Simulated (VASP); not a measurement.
# Al (Fm-3m) in VASP: notebook, part 2 of 2

VASP 6.6.1. The steps go on from the part before.

## Step 3: Core levels, optB86b-vdW

INCAR

```
SYSTEM = Al
PREC     = Accurate       ! precision mode
ENCUT    = 520            ! plane-wave cutoff, eV
EDIFF    = 1E-6           ! SCF threshold, eV
ISMEAR   = -5             ! smearing method
SIGMA    = 0.05           ! smearing width, eV
LREAL    = .FALSE.        ! projectors in reciprocal space
LASPH    = .TRUE.         ! aspherical terms in the spheres
NELM     = 80             ! most SCF steps
ALGO     = Fast           ! electronic algorithm
ISIF     = 2              ! what is computed and relaxed
LWAVE    = .FALSE.        ! write WAVECAR
LCHARG   = .FALSE.        ! write CHGCAR
GGA      = MK             ! functional
LUSE_VDW = .TRUE.       
AGGAC    = 0.0          
PARAM1   = 0.1234       
PARAM2   = 1.0          
ICORELEVEL= 1
```

KPOINTS

```
Automatic mesh
0
G
  11 11 11
  0 0 0
```

POSCAR

```
Al
1.0
    0.0000000000      2.0248050000      2.0248050000
    2.0248050000      0.0000000000      2.0248050000
    2.0248050000      2.0248050000      0.0000000000
Al
1
Direct
    0.0000000000      0.0000000000      0.0000000000
```

Potentials or basis: VASP PAW PBE potentials, release 64 (Al).

Started as:

```bash
$ cat potpaw_PBE.64/Al/POTCAR > POTCAR
$ mpirun -np 1 vasp_std > vasp.out
```

OUTCAR:

```text
SYSTEM = Al
   PREC = Accurate
   ENCUT = 520
   EDIFF = 1E-6
   ISMEAR = -5
   LREAL = .FALSE.
   LASPH = .TRUE.
   NELM = 80
   ISIF = 2
   GGA = MK

 ion  position               nearest neighbor table
   1  0.000  0.000  0.000-

  LATTYP: Found a face centered cubic cell.
 ALAT       =     4.0496100000

  Lattice vectors:

 A1 = (   0.0000000000,   2.0248050000,   2.0248050000)
 A2 = (   2.0248050000,   0.0000000000,   2.0248050000)
 A3 = (   2.0248050000,   2.0248050000,   0.0000000000)

Analysis of symmetry for initial positions (statically):
=====================================================================
 Subroutine PRICEL returns:
 Original cell was already a primitive cell.

 Routine SETGRP: Setting up the symmetry group for a
 face centered cubic supercell.

 Subroutine GETGRP returns: Found 48 space group operations
 (whereof 48 operations were pure point group operations)
 out of a pool of 48 trial point group operations.

The static configuration has the point symmetry O_h .

Analysis of symmetry for dynamics (positions and initial velocities):
=====================================================================
 Subroutine PRICEL returns:
 Original cell was already a primitive cell.

 Routine SETGRP: Setting up the symmetry group for a
 face centered cubic supercell.

 Subroutine GETGRP returns: Found 48 space group operations
 (whereof 48 operations were pure point group operations)
 out of a pool of 48 trial point group operations.

The dynamic configuration has the point symmetry O_h .

 Subroutine INISYM returns: Found 48 space group operations
 (whereof 48 operations are pure point group operations),
 and found     1 'primitive' translations

----------------------------------------------------------------------------------------

                                     Primitive cell

  volume of cell :      16.6027
[... 134 lines left out ...]
     AMIX     =   0.40;   BMIX     =  1.00
     AMIX_MAG =   1.60;   BMIX_MAG =  1.00
  volume/ion in A,a.u.               =      16.60       112.04
  Fermi-wavevector in a.u.,A,eV,Ry     =   0.925526  1.748991 11.654733  0.856599
  Thomas-Fermi vector in A             =   2.051390
   LORBIT       =      0    0 simple, 1 ext, 2 COOP (PROOUT), +10 PAW based schemes
   GGA     = MK    functional components
   LHFCALC =     F    Hartree Fock is set to
   AEXX    =    0.0000 exact exchange contribution
   IVDW_NL    =     1    kernel type
   BPARAM     = 6.3000
   IVDW    =     0    specifies the selected vdW correction
   LEPSILON=     F    determine dielectric tensor
   LRPA    =     F    only Hartree local field effects (RPA)
 non-spin polarized calculation
 RMM-DIIS sequential band-by-band and
 Fermi weights with tetrahedron method with Bloechl corrections
  energy-cutoff  :      520.00
  volume of cell :       16.60
 maximum number of plane-waves:       459
 NGX is ok and might be reduce to    24
   NGX = 11   NGY = 11   NGZ = 11

 number of electron       3.0000000 magnetization

 Free energy of the ion-electron system (eV)
  ---------------------------------------------------
  ext. energy  EPLUGINS =         0.00000000
  ---------------------------------------------------
  free energy    TOTEN  =        -2.50742063 eV

  energy without entropy =       -2.50742063  energy(sigma->0) =       -2.50742063

 the core state eigenenergies are
   1-  1s  -1497.9783  2s    -95.2060  2p    -56.6634

 E-fermi :   7.9685     XC(G=0): -10.1901

 val. band max:        7.9360397385   @ k =  -0.4545   0.3636   0.0000
 cond. band min:       7.6937501906   @ k =  -0.3636   0.3636   0.0000
 fundamental gap:     -0.2422895478
 Fermi energy:         7.9684780269

 k-point     1 :       0.0000    0.0000    0.0000
  band No.  band energies     occupation
      1      -3.1646      2.00000
      2      20.4693      0.00000
      3      20.4693      0.00000
      4      20.4693      0.00000
      5      21.9152      0.00000
[... 281 lines left out ...]
 k-point    37 :       0.2727    0.1818    0.0909
  band No.  band energies     occupation

------------------------ aborting loop because EDIFF is reached ----------------------------------------

  FORCE on cell =-STRESS in cart. coord.  units (eV):
  Direction    XX          YY          ZZ          XY          YZ          ZX
  --------------------------------------------------------------------------------------
  -------------------------------------------------------------------------------------
  Total       -0.1331734     -0.1331734     -0.1331734      0.0000000     -0.0000000      0.0000000
  in kB      -12.8513447    -12.8513447    -12.8513447      0.0000000     -0.0000000      0.0000000
  external PRESSURE =     -12.8513447 kB  Pullay stress =       0.0000000 kB

 VOLUME and BASIS-vectors are now :
 -----------------------------------------------------------------------------
  energy-cutoff  :      520.00
  volume of cell :       16.60
      direct lattice vectors                 reciprocal lattice vectors
     0.000000000  2.024805000  2.024805000    -0.246937359  0.246937359  0.246937359
     2.024805000  0.000000000  2.024805000     0.246937359 -0.246937359  0.246937359
     2.024805000  2.024805000  0.000000000     0.246937359  0.246937359 -0.246937359

 POSITION                                       TOTAL-FORCE (eV/Angst)
 -----------------------------------------------------------------------------------
      0.00000      0.00000      0.00000        -0.000000     -0.000000     -0.000000
 -----------------------------------------------------------------------------------
    total drift:                                0.000000     -0.000000     -0.000000

  FREE ENERGIE OF THE ION-ELECTRON SYSTEM (eV)
  ---------------------------------------------------
  free  energy   TOTEN  =        -2.5074206252 eV

  energy  without entropy=       -2.5074206252  energy(sigma->0) =       -2.50742063

Total vdW correction in eV:      0.5246257
```

It took 24 s on 1 thread of Intel Xeon Platinum 8559C (Emerald Rapids), shared host; peak memory 0.25 GiB.

Results:

```yaml
Free_energy: -2.5074 eV
Pressure: -1.3 GPa
Band_gap_on_the_k_mesh: none (metal or under the smearing width)
```

Core levels (eV, on the scale of the bands):
```
atom                          levels
1 Al  1s -1498.0, 2s -95.2, 2p -56.7
```

Caveat: the PAW data sets were made with another functional, which shifts forces and pressure a little; tetrahedron occupations give inexact forces and stress in metals.

## Step 4: Band structure, PW91 (cell strained at random at fixed volume)

INCAR

```
  ALGO = Normal
  EDIFF = 1E-6
  ENCUT = 520
  GGA = 91
  ISIF = 2
  ISMEAR = 0
  LASPH = T
  LCHARG = F
  LREAL = F
  LWAVE = F
  NELM = 80
  PREC = Accurate
  SIGMA = 0.01
```

KPOINTS

```
k-points
0
Gamma
  11 11 11
```

POSCAR

```
Al
1.0
   -0.0108300000      1.9743400000      1.9629310000
    2.0739900000     -0.0281680000      1.9802690000
    2.0832860000      2.0009740000     -0.0374640000
Al
1
Cartesian
    0.0000000000      0.0000000000      0.0000000000
```

KPOINTS_OPT

```
path XGY,LGZ,NGM,RG
15
line-mode
reciprocal
 0.0000000000  0.0000000000 -0.5000000000  X
 0.0000000000  0.0000000000  0.0000000000  G

 0.0000000000  0.0000000000  0.0000000000  G
-0.5000000000  0.0000000000  0.0000000000  Y

-0.5000000000  0.0000000000 -0.5000000000  L
 0.0000000000  0.0000000000  0.0000000000  G

 0.0000000000  0.0000000000  0.0000000000  G
 0.5000000000  0.5000000000  0.5000000000  Z

 0.5000000000  0.5000000000  0.0000000000  N
 0.0000000000  0.0000000000  0.0000000000  G

 0.0000000000  0.0000000000  0.0000000000  G
 0.0000000000  0.5000000000  0.5000000000  M

 0.0000000000  0.5000000000  0.0000000000  R
 0.0000000000  0.0000000000  0.0000000000  G
```

Started as:

```bash
$ cat potpaw_PBE.64/Al/POTCAR > POTCAR
$ mpirun -np 1 vasp_std > vasp.out
```

Run time: 27 s. Hardware: 1 thread of Intel Xeon Platinum 8559C (Emerald Rapids), shared host; peak memory 0.2 GiB.

The run converged. Its results:

```
Free energy             : -3.6872 eV
Pressure                : 0.3 GPa
Band gap along the path : none (metal or under the smearing width)
```

Stress tensor (GPa, compression positive):
```
-2.03 -0.14  0.78
-0.14  2.05  0.61
 0.78  0.61  0.74
```

Levels at the corners of the path, in eV from the Fermi level:
```csv
point,band 1,band 2,band 3,band 4,band 5
X,-4.74,-4.70,10.69,10.77,12.14
Γ,-11.18,12.07,12.28,13.12,13.34
Γ,-11.18,12.07,12.28,13.12,13.34
Y,-4.60,-4.36,10.65,10.99,11.47
L,-2.84,-1.44,5.02,5.05,5.51
Γ,-11.18,12.07,12.28,13.12,13.34
Γ,-11.18,12.07,12.28,13.12,13.34
Z,-4.54,-4.23,10.42,10.80,11.34
N,-2.76,-1.32,4.99,5.01,5.31
Γ,-11.18,12.07,12.28,13.12,13.34
Γ,-11.18,12.07,12.28,13.12,13.34
M,-3.40,-2.28,5.45,5.49,6.50
R,-4.69,-4.59,10.48,10.60,12.04
Γ,-11.18,12.07,12.28,13.12,13.34
```

Caveat: the PAW data sets were made with another functional, which shifts forces and pressure a little.

## Step 5: The reference run

An earlier run on the cell as given: functional PBE; potentials or basis VASP PAW PBE potentials, release 64 (Al); cutoff 520 eV; k mesh 11 × 11 × 11; occupations fermi-dirac, width 0.05 eV; no spin polarisation.

* Pressure: -0.5 GPa
* Band gap on the k mesh: none (metal or under the smearing width)

## Step 6: Overview

```csv
task,level,cell,smearing,gap on the mesh (eV),pressure (GPa)
band structure,LAK,as given,fermi-dirac 0.05 eV,-,-4.0
core levels,optB86b-vdW,as given,tetrahedron,none,-1.3
band structure,PW91,cell strained at random at fixed volume,gaussian 0.01 eV,-,0.3
single point,PBE,as given,fermi-dirac 0.05 eV,none,-0.5
```

Alike in all rows: potentials or basis VASP PAW PBE potentials, release 64 (Al); no spin polarisation; k mesh 11 × 11 × 11; cutoff (eV) 520.

The pressure there spans -4.0 GPa (LAK) to -0.5 GPa (PBE); a positive pressure means that this level wants a larger cell, a negative one a smaller.

Caveats: the PAW data sets were made with another functional, which shifts forces and pressure a little (some runs); tetrahedron occupations give inexact forces and stress in metals (some runs).

Absolute energies hang on the potentials; compare differences alone.
